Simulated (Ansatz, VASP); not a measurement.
# Ba in VASP and in Ansatz

```
Ba
1.0
     4.41869    0.55075    0.07235
    -0.83115    6.80520    0.82689
    -0.71853    2.62601    6.66033
Ba
3
Direct
  0.15314 0.66433 0.81649
  0.48583 0.33093 0.48311
  0.82047 0.99814 0.14930
```

Alike in both runs: functional PBE; k mesh 4 × 2 × 4; occupations gaussian, width 0.1 eV; no spin polarisation.

Ansatz relaxed the structure, and its values are those at the end. VASP's run is a single point on that final structure, the one shown.

|  | VASP | Ansatz |
| --- | --- | --- |
| version | VASP 6.6.1 | Ansatz 0.2.0 |
| potentials or method | VASP PAW PBE potentials, release 64 (Ba_sv) | scalar-relativistic, plane waves, PAW |
| plane-wave cutoff (eV) | 520 | 420 |
| valence electrons in the cell | 30 | 30 |

|  | VASP | Ansatz | Ansatz less VASP |
| --- | --- | --- | --- |
| gap on the k mesh at the Fermi level (eV) | none | none | - |
| pressure (GPa) | 0.0 | 0.0 | -0.04 |

A gap of «none» marks a metal or a gap that the smearing closes. With one functional, cell and mesh, what is left measures potentials, basis and numerics.

Caveats: the k mesh is coarse (spacing up to 0.52 Å⁻¹), so the values aren't converged. Spin-orbit coupling is left out, which matters for the levels of Ba.
